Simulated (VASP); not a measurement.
# Fe (Im-3m) in VASP: further runs

One crystal, Fe, is run at these levels: PBE; tasks: relaxation of cell and atoms, electrostatic potential.

Everything below comes from runs of VASP 6.6.1. Logs are shortened: lines on timing, memory, paths and dates and some standing lists are left out, and cuts for length are marked.

## Step 1: Starting point

The structure is cubic, space group Im-3m (No. 229). The conventional cell has a = 2.790 Å, b = 2.790 Å, c = 2.790 Å, α = 90.00°, β = 90.00°, γ = 90.00°. Fe (site symmetry m-3m) is surrounded by 8 Fe at 2.42 Å.

The cell was built by a generator and needn't be a form met in nature.

## Step 2: Relaxation of cell and atoms, PBE, collinear spin, ferromagnetic start

Input file INCAR:

```
SYSTEM = Fe
  PREC = Accurate
  ENCUT = 700
  EDIFF = 1E-6
  ISMEAR = 1
  SIGMA = 0.1
  LREAL = .False.
  LASPH = .True.
  NELM = 120
  ALGO = Normal
  ISIF = 3
  LWAVE = .False.
  LCHARG = .False.
  ISPIN = 2
  MAGMOM = 2.5
  LORBIT = 11
  LMAXMIX = 4
  GGA = PE
  IBRION = 2
  NSW = 40
  EDIFFG = -0.005
```

Input file KPOINTS:

```
Automatic mesh
0
Gamma
  20 20 20
  0 0 0
```

Input file POSCAR:

```
Fe
1.0
   -1.3950000000      1.3950000000      1.3950000000
    1.3950000000     -1.3950000000      1.3950000000
    1.3950000000      1.3950000000     -1.3950000000
Fe
1
Direct
    0.0000000000      0.0000000000      0.0000000000
```

Potentials or basis: VASP PAW PBE potentials, release 64 (Fe).

Run with:

```bash
$ cat potpaw_PBE.64/Fe/POTCAR > POTCAR
$ mpirun -np 1 vasp_std > vasp.out
```

OUTCAR:

```text
SYSTEM = Fe
   PREC = Accurate
   ENCUT = 700
   EDIFF = 1E-6
   ISMEAR = 1
   LREAL = .False.
   LASPH = .True.
   NELM = 120
   ISIF = 3
   ISPIN = 2
   LORBIT = 11
   GGA = PE
   IBRION = 2
   NSW = 40
   EDIFFG = -0.005

 ion  position               nearest neighbor table
   1  0.000  0.000  0.000-

  LATTYP: Found a body centered cubic cell.
 ALAT       =     2.7900000000

  Lattice vectors:

 A1 = (  -1.3950000000,   1.3950000000,   1.3950000000)
 A2 = (   1.3950000000,  -1.3950000000,   1.3950000000)
 A3 = (   1.3950000000,   1.3950000000,  -1.3950000000)

Analysis of symmetry for initial positions (statically):
=====================================================================
 Subroutine PRICEL returns:
 Original cell was already a primitive cell.

 Routine SETGRP: Setting up the symmetry group for a
 body centered cubic supercell.

 Subroutine GETGRP returns: Found 48 space group operations
 (whereof 48 operations were pure point group operations)
 out of a pool of 48 trial point group operations.

The static configuration has the point symmetry O_h .

Analysis of symmetry for dynamics (positions and initial velocities):
=====================================================================
 Subroutine PRICEL returns:
 Original cell was already a primitive cell.

 Routine SETGRP: Setting up the symmetry group for a
 body centered cubic supercell.

 Subroutine GETGRP returns: Found 48 space group operations
 (whereof 48 operations were pure point group operations)
 out of a pool of 48 trial point group operations.

The dynamic configuration has the point symmetry O_h .

Analysis of structural, dynamic, and magnetic symmetry:
=====================================================================
 Subroutine PRICEL returns:
 Original cell was already a primitive cell.

 Routine SETGRP: Setting up the symmetry group for a
 body centered cubic supercell.

 Subroutine GETGRP returns: Found 48 space group operations
 (whereof 48 operations were pure point group operations)
 out of a pool of 48 trial point group operations.

The overall configuration has the point symmetry O_h .

 Subroutine INISYM returns: Found 48 space group operations
 (whereof 48 operations are pure point group operations),
 and found     1 'primitive' translations

----------------------------------------------------------------------------------------

                                     Primitive cell

  volume of cell :      10.8588

  direct lattice vectors                    reciprocal lattice vectors
    -1.395000000  1.395000000  1.395000000     0.000000000  0.358422939  0.358422939
     1.395000000 -1.395000000  1.395000000     0.358422939  0.000000000  0.358422939
     1.395000000  1.395000000 -1.395000000     0.358422939  0.358422939  0.000000000

  length of vectors
     2.416210877  2.416210877  2.416210877     0.506886581  0.506886581  0.506886581

  position of ions in fractional coordinates (direct lattice)
     0.000000000  0.000000000  0.000000000

  ion indices of the primitive-cell ions
   primitive index   ion index
                 1           1

----------------------------------------------------------------------------------------

 KPOINTS: Automatic mesh

Automatic generation of k-mesh.
 Grid dimensions read from file:
 generate k-points for:   20   20   20

 Generating k-lattice:

  Cartesian coordinates                     Fractional coordinates (reciprocal lattice)
     0.000000000  0.017921147  0.017921147     0.050000000  0.000000000  0.000000000
     0.017921147  0.000000000  0.017921147     0.000000000  0.050000000  0.000000000
     0.017921147  0.017921147  0.000000000     0.000000000  0.000000000  0.050000000

  Length of vectors
     0.025344329  0.025344329  0.025344329

  Shift w.r.t. Gamma in fractional coordinates (k-lattice)
     0.000000000  0.000000000  0.000000000

 Subroutine IBZKPT returns following result:
 ===========================================

 Found    256 irreducible k-points:

 Following reciprocal coordinates:
            Coordinates               Weight
  0.000000  0.000000  0.000000      1.000000
  0.050000  0.000000  0.000000     12.000000
  0.100000  0.000000  0.000000     12.000000
  0.150000  0.000000  0.000000     12.000000
  0.200000  0.000000  0.000000     12.000000
  0.250000  0.000000  0.000000     12.000000
[... 16 lines left out ...]
  0.200000  0.100000  0.000000     48.000000
  0.250000  0.100000  0.000000     48.000000
 [... further k-points ...]
   k-points           NKPTS =    256   k-points in BZ     NKDIM =    256   number of bands    NBANDS=      9
   number of dos      NEDOS =    301   number of ions     NIONS =      1
   total plane-waves  NPLWV =  13824
   dimension x,y,z NGX =    24 NGY =   24 NGZ =   24
   dimension x,y,z NGXF=    48 NGYF=   48 NGZF=   48
   ions per type =               1
   NGX,Y,Z   is equivalent  to a cutoff of  16.51, 16.51, 16.51 a.u.
   NGXF,Y,Z  is equivalent  to a cutoff of  33.03, 33.03, 33.03 a.u.
 SYSTEM =  Fe
   PREC   = accura    normal or accurate (medium, high low for compatibility)
   ISTART =      0    job   : 0-new  1-cont  2-samecut
   ICHARG =      2    charge: 1-file 2-atom 10-const
   ISPIN  =      2    spin polarized calculation?
   LNONCOLLINEAR =      F non collinear calculations
   LSORBIT =      F    spin-orbit coupling
   LASPH  =      T    aspherical Exc in radial PAW
   ENCUT  =  700.0 eV  51.45 Ry    7.17 a.u.   5.21  5.21  5.21*2*pi/ulx,y,z
   NELM   =    120;   NELMIN=  2; NELMDL= -5     # of ELM steps
   EDIFF  = 0.1E-05   stopping-criterion for ELM
   LREAL  =      F    real-space projection
   EDIFFG = -.5E-02   stopping-criterion for IOM
   NSW    =     40    number of steps for IOM
   IBRION =      2    ionic relax: 0-MD 1-quasi-New 2-CG
   NFREE  =      1    steps in history (QN), initial steepest desc. (CG)
   ISIF   =      3    stress and relaxation
   ISYM   =      2    0-nonsym 1-usesym 2-fastsym
   POTIM  = 0.5000    time-step for ionic-motion
   TEBEG  =    0.0;   TEEND  =   0.0 temperature during run
   PSTRESS=    0.0 pullay stress
   NELECT =       8.0000    total number of electrons
   NUPDOWN=      -1.0000    fix difference up-down
   EMIN   =  10.00;   EMAX   =-10.00  energy-range for DOS
   EFERMI =   0.00;   METHOD = LEGACY
   ISMEAR =     1;   SIGMA  =   0.10  broadening in eV -4-tet -1-fermi 0-gaus
   EFERMI_NEDOS =   21; number of points for ismear=-14 and -15
   IALGO  =     38    algorithm
   IMIX   =      4    mixing-type and parameters
     AMIX     =   0.40;   BMIX     =  1.00
     AMIX_MAG =   1.60;   BMIX_MAG =  1.00
  volume/ion in A,a.u.               =      10.86        73.28
  Fermi-wavevector in a.u.,A,eV,Ry     =   1.478577  2.794105 29.744921  2.186190
  Thomas-Fermi vector in A             =   2.592841
   LORBIT       =     11    0 simple, 1 ext, 2 COOP (PROOUT), +10 PAW based schemes
   GGA     = PE    functional components
   LHFCALC =     F    Hartree Fock is set to
   AEXX    =    0.0000 exact exchange contribution
   IVDW    =     0    specifies the selected vdW correction
   LEPSILON=     F    determine dielectric tensor
   LRPA    =     F    only Hartree local field effects (RPA)
 conjugate gradient relaxation of ions
 spin polarized calculation
 Methfessel and Paxton  Order N= 1 SIGMA  =   0.10
  energy-cutoff  :      700.00
  volume of cell :       10.86
 maximum number of plane-waves:       470
 NGX is ok and might be reduce to    24
   NGX = 11   NGY = 11   NGZ = 11

--------------------------------------- Ionic step        1  -------------------------------------------

 number of electron       7.9999999 magnetization       2.0859162

 Free energy of the ion-electron system (eV)
  ---------------------------------------------------
  ext. energy  EPLUGINS =         0.00000000
  ---------------------------------------------------
  free energy    TOTEN  =        -8.22963811 eV

  energy without entropy =       -8.23030936  energy(sigma->0) =       -8.22986186

------------------------ aborting loop because EDIFF is reached ----------------------------------------

  FORCE on cell =-STRESS in cart. coord.  units (eV):
  Direction    XX          YY          ZZ          XY          YZ          ZX
  --------------------------------------------------------------------------------------
  -------------------------------------------------------------------------------------
  Total        0.5885295      0.5885295      0.5885295     -0.0000000     -0.0000000      0.0000000
  in kB       86.8352865     86.8352865     86.8352865     -0.0000000     -0.0000000      0.0000000
  external PRESSURE =      86.8352865 kB  Pullay stress =       0.0000000 kB
[... 195 lines left out ...]
  energy  without entropy=       -8.2412966373  energy(sigma->0) =       -8.24169144

--------------------------------------- Ionic step        7  -------------------------------------------

 number of electron       8.0000003 magnetization       2.2066109

 Free energy of the ion-electron system (eV)
  ---------------------------------------------------
  ext. energy  EPLUGINS =         0.00000000
  ---------------------------------------------------
  free energy    TOTEN  =        -8.24189565 eV

  energy without entropy =       -8.24132667  energy(sigma->0) =       -8.24170599

 E-fermi :   5.8160     XC(G=0): -13.1147

 val. band max:        5.8145818729   @ k =  -0.2500   0.2500   0.2500
 cond. band min:       5.8165068854   @ k =  -0.4000   0.4000   0.1500
 fundamental gap:      0.0019250125
 Fermi energy:         5.8159781880

 spin component 1

 k-point     1 :       0.0000    0.0000    0.0000
  band No.  band energies     occupation
      1      -2.6111      1.00000
      2       3.5063      1.00000
      3       3.5063      1.00000
      4       3.5063      1.00000
      5       4.7193      1.00000
      6       4.7193      1.00000
      7      30.8399      0.00000
      8      30.8399      0.00000
      9      30.8399      0.00000
[... 265 lines left out ...]
 k-point    24 :       0.2500    0.1000    0.0000
  band No.  band energies     occupation
      1       0.5429      1.00000
      2       2.7915      1.00000
      3       3.2496      1.00000
      4       4.5506      1.00000
      5       4.9177      1.00000
      6       5.5206      1.00012
      7      19.5015      0.00000
      8      23.9852      0.00000
      9      27.4611      0.00000

 [... further k-points ...]

 spin component 2

 k-point     1 :       0.0000    0.0000    0.0000
  band No.  band energies     occupation
      1      -2.4424      1.00000
      2       5.4346      1.00000
      3       5.4347      1.00000
      4       5.4347      1.00000
      5       7.4843     -0.00000
      6       7.4844     -0.00000
      7      30.5870      0.00000
      8      30.5870      0.00000
      9      30.5870      0.00000
[... 304 lines left out ...]
  FREE ENERGIE OF THE ION-ELECTRON SYSTEM (eV)
  ---------------------------------------------------
  free  energy   TOTEN  =        -8.2418956501 eV

  energy  without entropy=       -8.2413266707  energy(sigma->0) =       -8.24170599

 reached required accuracy - stopping structural energy minimisation

 total charge

# of ion       s       p       d       tot
------------------------------------------
    1        0.487   0.542   6.238   7.268

 magnetization (x)

# of ion       s       p       d       tot
------------------------------------------
    1       -0.013  -0.056   2.273   2.204
```

Wall time 2.1 min (1 thread of Intel Xeon Platinum 8488C (Sapphire Rapids), shared host); peak memory 0.21 GiB.

Results:

- Free energy: -8.2419 eV
- Relaxed volume: 11.36 Å³/atom
- Relaxed cell: a = 2.453 Å, b = 2.453 Å, c = 2.453 Å, α = 109.47°, β = 109.47°, γ = 109.47°
- Space group after relaxing (to 0.05 Å): Im-3m (No. 229)
- Energy gained by relaxing: 12.3 meV/atom
- Ionic steps: 7
- Pressure after relaxing: 0.0 GPa
- Band gap on the k mesh: none (metal or under the smearing width)
- Net moment: 2.21 μB per cell
- Site moments: Fe +2.20 μB
- Valence electrons inside the program's atomic spheres: Fe 7.27

Step by step:
| step | energy change (eV) | largest force (eV/Å) | pressure (GPa) | volume (Å³) |
| --- | --- | --- | --- | --- |
| 1 | 0.0000 | 0.0000 | 8.68 | 10.86 |
| 2 | -0.0025 | 0.0000 | -6.84 | 11.81 |
| 3 | -0.0122 | 0.0000 | 0.21 | 11.35 |
| 4 | -0.0123 | 0.0000 | 0.08 | 11.36 |
| 5 | -0.0123 | 0.0000 | -0.19 | 11.37 |
| 6 | -0.0123 | 0.0000 | 0.19 | 11.35 |
| 7 | -0.0123 | 0.0000 | 0.04 | 11.36 |

Final structure:
```xyz
1
Lattice="-1.4163 1.4163 1.4163 1.4163 -1.4163 1.4163 1.4163 1.4163 -1.4163" Properties=species:S:1:pos:R:3 pbc="T T T"
Fe    0.0000    0.0000    0.0000
```

Levels at points of the mesh, in eV from the Fermi level:
Spin up:
```csv
k point,band 1,band 2,band 3,band 4,band 5,band 6,band 7,band 8,band 9
"(0.00, 0.00, 0.00)",-8.43,-2.31,-2.31,-2.31,-1.10,-1.10,25.02,25.02,25.02
"(0.50, 0.00, 0.00)",-4.92,-3.39,-1.03,-0.91,0.38,0.52,7.35,18.37,20.22
"(0.50, 0.50, 0.50)",-4.85,-4.85,0.11,0.11,0.11,9.94,9.94,9.94,15.65
```
Spin down:
| k point | band 1 | band 2 | band 3 | band 4 | band 5 | band 6 | band 7 | band 8 |
| --- | --- | --- | --- | --- | --- | --- | --- | --- |
| (0.00, 0.00, 0.00) | -8.26 | -0.38 | -0.38 | -0.38 | 1.67 | 1.67 | 24.77 | 24.77 |
| (0.50, 0.00, 0.00) | -3.63 | -1.66 | 0.63 | 1.52 | 1.92 | 2.61 | 8.73 | 18.41 |
| (0.50, 0.50, 0.50) | -3.02 | -3.02 | 2.31 | 2.31 | 2.31 | 10.21 | 10.21 | 10.21 |

## Step 3: Electrostatic potential, PBE, collinear spin, ferromagnetic start

This run uses another cell than the first one, of 11.36 Å³/atom, 1.047 times its volume.

Input file INCAR:

```
SYSTEM = Fe
PREC     = Accurate       ! precision mode
ENCUT    = 700            ! plane-wave cutoff, eV
EDIFF    = 1E-6           ! SCF threshold, eV
ISMEAR   = 1              ! smearing method
SIGMA    = 0.1            ! smearing width, eV
LREAL    = .FALSE.        ! projectors in reciprocal space
LASPH    = .TRUE.         ! aspherical terms in the spheres
NELM     = 100            ! most SCF steps
ALGO     = Normal         ! electronic algorithm
ISIF     = 2              ! what is computed and relaxed
LWAVE    = .FALSE.        ! write WAVECAR
LCHARG   = .TRUE.         ! write CHGCAR
ISPIN    = 2              ! spin polarisation
MAGMOM   = 2.5            ! initial moments
LORBIT   = 11             ! projections on sites
LMAXMIX  = 4              ! l up to which the mixer works
GGA      = PE             ! functional
LVHAR    = .TRUE.
```

Input file KPOINTS:

```
Automatic mesh
0
G
  20 20 20
  0 0 0
```

Input file POSCAR:

```
Fe                                      
1.0
   -1.4163227641      1.4163227641      1.4163227641
    1.4163227641     -1.4163227641      1.4163227641
    1.4163227641      1.4163227641     -1.4163227641
  Fe            
     1
Direct
     0.0000000000000000    0.0000000000000000    0.0000000000000000
```

Potentials or basis: VASP PAW PBE potentials, release 64 (Fe).

Run with:

```bash
$ cat potpaw_PBE.64/Fe/POTCAR > POTCAR
$ mpirun -np 1 vasp_std > vasp.out
```

Wall time 36 s (1 thread of Intel Xeon Platinum 8488C (Sapphire Rapids), shared host); peak memory 0.2 GiB.

It converged, with:

```
Free energy                                           : -8.2420 eV
Pressure                                              : 0.1 GPa
Band gap on the k mesh                                : none (metal or under the smearing width)
Net moment                                            : 2.21 μB per cell
Site moments                                          : Fe +2.20 μB
Valence electrons inside the program's atomic spheres : Fe 7.27
```

Levels at points of the mesh, in eV from the Fermi level:
Spin up:
```
           k point  band 3  band 4  band 5  band 6  band 7  band 8
(0.00, 0.00, 0.00)   -2.31   -2.31   -1.10   -1.10   25.02   25.02
(0.50, 0.00, 0.00)   -1.03   -0.91    0.38    0.52    7.35   18.37
(0.50, 0.50, 0.50)    0.11    0.11    0.11    9.94    9.94    9.94
```
Spin down:
```csv
k point,band 1,band 2,band 3,band 4,band 5,band 6,band 7
"(0.00, 0.00, 0.00)",-8.26,-0.38,-0.38,-0.38,1.67,1.67,24.77
"(0.50, 0.00, 0.00)",-3.63,-1.66,0.63,1.52,1.92,2.61,8.73
"(0.50, 0.50, 0.50)",-3.02,-3.02,2.31,2.31,2.31,10.21,10.21
```
